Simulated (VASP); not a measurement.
ZrN:

```
CELL_PARAMETERS angstrom
0.00000 2.30000 2.30000
2.30000 0.00000 2.30000
2.30000 2.30000 0.00000
ATOMIC_POSITIONS crystal
Zr 0.50000 0.50000 0.50000
N 0.00000 0.00000 0.00000
```

* Program: VASP 6.6.1
* Task: relaxation of cell and atoms
* Functional: PBE
* Dispersion: TS
* Potentials or basis: VASP PAW PBE potentials, release 64 (Zr_sv_GW, N_GW)
* Cutoff: 680 eV
* k mesh: 10 × 10 × 10
* Occupations: fermi-dirac, width 0.1 eV
* Spin: no spin polarisation
* Hubbard terms: Zr d U = 1 eV

At the start: pressure -9.1 GPa; volume 12.17 Å³/atom.

**Question.** Where does the relaxation end?

**Answer.** Over 4 steps the energy falls by 9.8 meV/atom and the volume is 11.75 Å³/atom (-3.5 %); space group Fm-3m (No. 225, to 0.05 Å).

Step by step:
```
step  energy change (eV)  largest force (eV/Å)  pressure (GPa)  volume (Å³)
   1              0.0000                0.0000           -9.07        24.33
   2              0.0809                0.0000           20.51        21.99
   3             -0.0198                0.0000           -1.48        23.61
   4             -0.0196                0.0000           -0.10        23.49
```

Final structure:
```
CELL_PARAMETERS angstrom
0.00000 2.27315 2.27315
2.27315 0.00000 2.27315
2.27315 2.27315 0.00000
ATOMIC_POSITIONS crystal
Zr 0.50000 0.50000 0.50000
N 0.00000 0.00000 0.00000
```

Caveat: atom-pairwise D2, TS and ULG terms overbind metals; U without spin polarisation on a metal has little footing; pairwise dispersion overbinds metals, which lowers pressure and volume.
